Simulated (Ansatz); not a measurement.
Crystal: TiO2.

```
Ti O
1.0
     2.96826    0.00000    0.00000
     0.00021    4.70761    0.00000
     1.48357    0.24235    7.08346
Ti O
3 6
Direct
  0.00337 0.00039 0.00070
  0.34464 0.48026 0.31696
  0.66171 0.52047 0.68450
  0.44004 0.18544 0.12854
  0.77793 0.29773 0.45188
  0.10124 0.30895 0.80624
  0.90650 0.69184 0.19517
  0.22941 0.70301 0.54951
  0.56803 0.81530 0.87283
```

The cell comes from a database or a generator and needn't be the stable form of this composition.

Base run:

- Program: Ansatz 0.2.0
- Functional: PBE
- Potentials or basis: Ansatz PAW
- Cutoff: 420 eV (not typed: the program's choice for these potentials)
- k mesh: 16 × 10 × 7
- Occupations: fermi-dirac, width 0.05 eV
- Spin: no spin polarisation

Its results: band gap on the k mesh 2.26 eV, indirect (least direct gap 2.31 eV); pressure 3.7 GPa; largest force 0.119 eV/Å.

Problem. The run is repeated on the same cell with these changes: cutoff from 420 eV (not typed: the program's choice for these potentials) to 300 eV; k mesh from 16 × 10 × 7 to 9 × 6 × 4. What comes out?

Solution. Band gap on the k mesh 2.24 eV, indirect (least direct gap 2.28 eV); pressure 2.0 GPa; largest force 0.125 eV/Å.

Caveats: odd divisions of the mesh miss points on the zone boundary, where band edges often lie, so the gap on the mesh can be too wide; the pressure holds a Pulay correction of +32.6 GPa for the finite cutoff (some runs); the cutoff lies under the one recommended for these potentials (some runs).

A k mesh can miss the band edges.
